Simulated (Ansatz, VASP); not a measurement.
## Two plane-wave programs on AlRu

```xyz
2
Lattice="3.0048 0.0000 0.0000 0.0000 3.0048 0.0000 0.0000 0.0000 3.0048" Properties=species:S:1:pos:R:3 pbc="T T T"
Ru    0.0000    0.0000    0.0000
Al    1.5024    1.5024    1.5024
```

Alike in both runs: functional PBE; k mesh 13 × 13 × 13; occupations fermi-dirac, width 0.08 eV; no spin polarisation.

Ansatz relaxed the structure, and its values are those at the end. VASP's run is a single point on that final structure, the one shown.

```csv
,VASP,Ansatz
version,VASP 6.6.1,Ansatz 0.2.0
potentials or method,"VASP PAW PBE potentials, release 64 (Ru_pv, Al)","PAW with Ansatz's default frozen-core files, scalar-relativistic"
plane-wave cutoff (eV),520,420
valence electrons in the cell,17,19
```

|  | VASP | Ansatz | Ansatz less VASP |
| --- | --- | --- | --- |
| pressure (GPa) | -0.1 | -0.1 | +0.04 |

With one functional, cell and mesh, what is left measures potentials, basis and numerics. The two sets of potentials don't hold the same shells in valence.
